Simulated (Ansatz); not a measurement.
Planning a run of Ansatz 0.2.0 on CdS (Greenockite). The input:

```yaml
crystal:
  lattice:
    - [4.137, 0.0, 0.0]
    - [-2.0685, 3.5827470955, 0.0]
    - [0.0, 0.0, 6.7144]
  atoms:
    - { symbol: Cd, position: [0.6666666667, 0.3333333333, 0.0] }
    - { symbol: Cd, position: [0.3333333333, 0.6666666667, 0.5] }
    - { symbol: S, position: [0.6666666667, 0.3333333333, 0.375] }
    - { symbol: S, position: [0.3333333333, 0.6666666667, 0.875] }
kpoints:
  mp_grid: { grid: [6, 6, 4] }
hamiltonian:
  xc: pbe
scf:
  occupations: { method: fixed }
dielectric: {}
```

```sh
ansatz run input.yaml --threads 3 --pin off --max-ram 92160MiB --backend cuda --events-out ev --progress --plain --runs-dir out --devices 1 --max-vram 13GiB
```

Question: Estimate wall time and host memory on 1 × NVIDIA H100 80GB HBM3 (shared by 6 runs) with 3 threads of AMD EPYC 7R13 (Zen 3), shared host.

It took 52 s; on shared hardware allow 26 s to 1.7 min. Peak host memory was 2.1 GiB.

[Paths, hosts, dates, memory and timing lines, banners, echoed tables and standing remarks are left out of the program output.]

[Logs are printed without paths, hosts, clocks, repeated set-up lines and the standing remarks that a program may print on its own settings, such as how far it seeks lower states.]

[Runs of the session that timed out or met a known fault of the program may be left out.]

[Cells called generated may have been cut or substituted from an entry of the Crystallography Open Database or the Materials Project.]

[Hosts, paths, dates, database ids (printed as entryN), source tags and the programs' standing remarks are cut or masked in the printed files.]
